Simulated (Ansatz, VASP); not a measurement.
**Ag: VASP beside Ansatz**

The input INCAR:

```
SYSTEM = Ag
PREC     = Accurate       ! precision mode
ENCUT    = 520            ! plane-wave cutoff, eV
EDIFF    = 1E-7           ! SCF threshold, eV
ISMEAR   = 0              ! smearing method
SIGMA    = 0.15           ! smearing width, eV
LREAL    = .FALSE.        ! projectors in reciprocal space
LASPH    = .TRUE.         ! aspherical terms in the spheres
NELM     = 60             ! most SCF steps
ALGO     = Normal         ! electronic algorithm
ISIF     = 2              ! what is computed and relaxed
LWAVE    = .FALSE.        ! write WAVECAR
LCHARG   = .FALSE.        ! write CHGCAR
GGA      = PS             ! functional
NBANDS   = 18             ! bands
```

The input KPOINTS:

```
Automatic mesh
0
G
  9 9 5
  0 0 0
```

The input POSCAR:

```
Ag
1.0
    2.9780413255      0.0000000000      0.0000000000
   -1.4890206627      2.5790590012      0.0000000000
    0.0000000000      0.0000000000      4.8685385491
Ag
2
Direct
    0.3333333333      0.6666666667      0.2500000000
    0.6666666667      0.3333333333      0.7500000000
```

Input for Ansatz:

```yaml
crystal:
  lattice:
    - [2.978041325467521, 0.0, 0.0]
    - [-1.4890206627337605, 2.579059001185277, 0.0]
    - [0.0, 0.0, 4.868538549143149]
  atoms:
    - { symbol: Ag, position: [0.3333333333333333, 0.6666666666666666, 0.25] }
    - { symbol: Ag, position: [0.6666666666666666, 0.3333333333333333, 0.75] }
basis:
  ecutwfc: 500.0
kpoints:
  mp_grid:
    grid: [9, 9, 5]
hamiltonian:
  xc: pbesol
scf:
  occupations:
    method: gaussian
    width: 0.15
output:
  stress: true
```

This isn't the form of Ag at room conditions, which is fcc.

Alike in both runs: task single point; functional PBEsol; k mesh 9 × 9 × 5; occupations gaussian, width 0.15 eV; no spin polarisation.

|  | VASP | Ansatz |
| --- | --- | --- |
| version | VASP 6.6.1 | Ansatz 0.2.0 |
| potentials or method | VASP PAW PBE potentials, release 64 (Ag) | plane waves, PAW |
| plane-wave cutoff (eV) | 520 | 500 |
| valence electrons in the cell | 22 | 38 |

|  | VASP | Ansatz | Ansatz less VASP |
| --- | --- | --- | --- |
| pressure (GPa) | -10.1 | -10.0 | +0.09 |
| largest component of the traceless stress (GPa) | 0.95 | 0.95 | -0.001 |

The two sets of potentials don't hold the same shells in valence.

Caveats: the PAW data sets were made with another functional, which shifts forces and pressure a little (VASP).
